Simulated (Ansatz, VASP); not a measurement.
## Two plane-wave programs on Ir

```
Ir
1.0
     0.00000    1.91560    1.91560
     1.91560    0.00000    1.91560
     1.91560    1.91560    0.00000
Ir
1
Direct
  0.00000 0.00000 0.00000
```

Alike in both runs: task relaxation of cell and atoms; functional PBEsol; k mesh 12 × 12 × 12; occupations fermi-dirac, width 0.05 eV; no spin polarisation.

```csv
,VASP,Ansatz
version,VASP 6.6.1,Ansatz 0.2.0
potentials or method,"VASP PAW PBE potentials, release 64 (Ir)",Ansatz PAW
plane-wave cutoff (eV),600,420
valence electrons in the cell,9,17
```

Ansatz gave:

```
gap on the k mesh at the Fermi level, each at its own relaxed structure (eV) : none
relaxed volume (Å³/atom)                                                     : 14.03
relaxed cell length with the largest relative difference (Å)                 : 2.707
```

Q: Estimate VASP's values.

A: gap on the k mesh at the Fermi level, each at its own relaxed structure (eV): none; relaxed volume (Å³/atom): 14.07; relaxed cell length with the largest relative difference (Å): 2.710.

A gap of «none» marks a metal or a gap that the smearing closes. The two sets of potentials don't hold the same shells in valence.

Caveats: the PAW data sets were made with another functional, which shifts forces and pressure a little (VASP); the plane-wave basis is chosen anew once the cell has moved, so the energies of steps on either side of that aren't comparable (Ansatz); the PAW data sets come from PBE, with cores solved anew for the run's functional, which leaves a small shift of forces and pressure (Ansatz). The runs have no spin-orbit coupling, so splittings on Ir are missing.
